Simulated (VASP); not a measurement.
# C, surface energy: which settings are enough?

C, slab, 8 atoms in the cell. PBE; PAW potentials C (PBE set). VASP 6.6.1.

Wanted: surface energy, atoms not relaxed within 0.02 J/m²; face levels within 0.04 eV.

Crystal: C, Fd-3m; Face: (1 0 0); Starting cell: bulk cell relaxed first with the same functional.

Face levels: vacuum level at each face, counted from the Fermi level.

The series start from vacuum (Å): 12; k spacing (1/Å): 0.35; Smearing SIGMA (eV): 0.05; Cutoff ENCUT (eV): 525; SCF threshold EDIFF (eV): 1e-6; PREC: Accurate; LREAL: .FALSE.; ALGO: Normal; atomic planes: 8. Each series keeps the choices made before it, and each single choice may use up half of a tolerance. Times cover all steps of a run.

## Vacuum (Å)

| Vacuum (Å) | Surface energy, atoms not relaxed (J/m²) | Face levels, largest deviation (eV) | Time (s) |
|---|---|---|---|
| 5 | 8.742 | 0.084 | 24 |
| 7 | 8.738 | 0.005 | 24 |
| 9 | 8.737 | 0.004 | 29 |
| 12 | 8.736 | 0.001 | 34 |
| 15 | 8.735 | 0.001 | 36 |
| 20 (reference) | 8.734 | 0.000 | 47 |

Chosen: 7, the loosest value from which every tighter one stays within half of the tolerance.

## k spacing (1/Å)

| k spacing (1/Å) | Surface energy, atoms not relaxed (J/m²) | Face levels, largest deviation (eV) | Time (s) |
|---|---|---|---|
| 0.8 | 8.667 | 0.073 | 16 |
| 0.6 | 8.753 | 0.111 | 19 |
| 0.45 | 8.724 | 0.067 | 20 |
| 0.35 | 8.738 | 0.007 | 24 |
| 0.25 | 8.744 | 0.042 | 30 |
| 0.2 (reference) | 8.746 | 0.000 | 50 |

Chosen: 0.2; the next looser run is off by more than half of the tolerance, so convergence isn't shown beyond this value.

## Smearing SIGMA (eV)

| Smearing SIGMA (eV) | Surface energy, atoms not relaxed (J/m²) | Face levels, largest deviation (eV) | Time (s) |
|---|---|---|---|
| 0.2 | 8.743 | 0.034 | 54 |
| 0.1 | 8.745 | 0.004 | 46 |
| 0.05 | 8.746 | 0.003 | 50 |
| 0.02 (reference) | 8.746 | 0.000 | 47 |

Chosen: 0.1.

## Cutoff ENCUT (eV)

| Cutoff ENCUT (eV) | Surface energy, atoms not relaxed (J/m²) | Face levels, largest deviation (eV) | Time (s) |
|---|---|---|---|
| 320 | 8.802 | 0.011 | 30 |
| 400 | 8.746 | 0.001 | 33 |
| 460 | 8.746 | 0.001 | 42 |
| 525 | 8.745 | 0.002 | 46 |
| 600 | 8.749 | 0.001 | 54 |
| 725 (reference) | 8.754 | 0.000 | 79 |

Chosen: 400.

## SCF threshold EDIFF (eV)

| SCF threshold EDIFF (eV) | Surface energy, atoms not relaxed (J/m²) | Face levels, largest deviation (eV) | Time (s) |
|---|---|---|---|
| 0.001 | 8.746 | 0.072 | 24 |
| 0.0001 | 8.746 | 0.039 | 29 |
| 1e-5 | 8.746 | 0.009 | 33 |
| 1e-6 | 8.746 | 0.003 | 33 |
| 1e-7 (reference) | 8.746 | 0.000 | 32 |

Chosen: 1e-5.

## PREC

| PREC | Surface energy, atoms not relaxed (J/m²) | Face levels, largest deviation (eV) | Time (s) |
|---|---|---|---|
| Accurate | 8.746 | 0.000 | 33 |
| Normal | 8.752 | 0.011 | 25 |

Chosen: Accurate; no other choice that stays within half of the tolerance saves 30 % of the time.

## LREAL

| LREAL | Surface energy, atoms not relaxed (J/m²) | Face levels, largest deviation (eV) | Time (s) |
|---|---|---|---|
| .FALSE. | 8.746 | 0.000 | 33 |
| Auto | 8.746 | 0.000 | 54 |

Chosen: .FALSE..

## ALGO

| ALGO | Surface energy, atoms not relaxed (J/m²) | Face levels, largest deviation (eV) | Time (s) |
|---|---|---|---|
| Normal | 8.746 | 0.000 | 33 |
| Fast | 8.746 | 0.011 | 38 |
| All | 8.746 | 0.010 | 40 |

Chosen: Normal.

## Atomic planes

| Atomic planes | Surface energy, atoms not relaxed (J/m²) | Face levels, largest deviation (eV) | Time (s) |
|---|---|---|---|
| 6 | 8.679 | 0.055 | 29 |
| 8 | 8.746 | 0.012 | 33 |
| 12 | 8.750 | 0.000 | 42 |
| 16 | 8.751 | 0.010 | 68 |
| 20 | 8.753 | 0.006 | 73 |
| 24 (reference) | 8.752 | 0.000 | 100 |

Chosen: 8.

## All choices together

| Input | Surface energy, atoms not relaxed (J/m²) | Face levels, largest deviation (eV) | Time (s) |
|---|---|---|---|
| program defaults, thin vacuum, coarse mesh (naive) | 8.766 | 0.007 | 7.2 |
| chosen settings | 8.746 | 0.006 | 33 |
| reference settings throughout | 8.751 | 0.000 | 515 |

The chosen settings stay within the tolerance of the reference run, but the reference itself isn't shown to be converged in: k spacing (1/Å).

Values of the reference run: Face levels: 7.536, 7.536 eV.

## The input

INCAR.step1:
```
ALGO = Normal
EDIFF = 1E-5
ENCUT = 400
GGA = PE
ISMEAR = 0
KPAR = 8
LASPH = True
LCHARG = False
LREAL = False
LWAVE = False
NELM = 120
PREC = Accurate
SIGMA = 0.1
```

INCAR.step2, as INCAR.step1 but for:
```
+ DIPOL = 0.5 0.5 0.5
+ IDIPOL = 3
+ LDIPOL = True
+ LVACPOTAV = True
+ LVHAR = True
```

KPOINTS.step1:
```
Automatic mesh
0
Gamma
  13 13 30
  0 0 0
```

KPOINTS.step2:
```
Automatic mesh
0
Gamma
  13 13 1
  0 0 0
```

POSCAR.step1:
```
C
1.0
    2.5254851641      0.0000000000      0.0000000000
    0.0000000000      2.5254851641      0.0000000000
    1.2627425821      1.2627425821      1.7857876854
C
2
Direct
    0.2500000000      0.7500000000      0.5000000000
    0.0000000000      0.0000000000      0.0000000000
```

POSCAR.step2:
```
C
1.0
    2.5254851641      0.0000000000      0.0000000000
    0.0000000000      2.5254851641      0.0000000000
    0.0000000000      0.0000000000     13.2502568976
C
8
Direct
    0.3750000000      0.8750000000      0.2641458220
    0.3750000000      0.3750000000      0.3315327300
    0.8750000000      0.3750000000      0.3989196380
    0.8750000000      0.8750000000      0.4663065460
    0.3750000000      0.8750000000      0.5336934540
    0.3750000001      0.3750000001      0.6010803620
    0.8750000001      0.3750000001      0.6684672700
    0.8750000001      0.8750000001      0.7358541780
```

Commands (each step's output is kept before the next begins):
```
cat potpaw_PBE.64/C/POTCAR > POTCAR
cp INCAR.step1 INCAR
cp KPOINTS.step1 KPOINTS
cp POSCAR.step1 POSCAR
mpirun -np 8 vasp_std > vasp.out
rm WAVECAR CHG
cp INCAR.step2 INCAR
cp KPOINTS.step2 KPOINTS
cp POSCAR.step2 POSCAR
mpirun -np 8 vasp_std > vasp.out
```

The naive input happens to agree within the tolerance here, in 7.2 s.

Limits: The program found no field-free region, so the vacuum level is rough; the atoms keep their starting positions, so the number serves for convergence, not as the relaxed result.

The chosen input took VASP 6.6.1 33 s on 8 cores (AMD EPYC 7R43 (Zen 3)), a shared host.

## An input that fails: too few electronic steps

The electronic loop stops at its limit of 8 steps.

Changes against the starting input:
```
(step 2)
- NELM = 120
+ NELM = 8
```
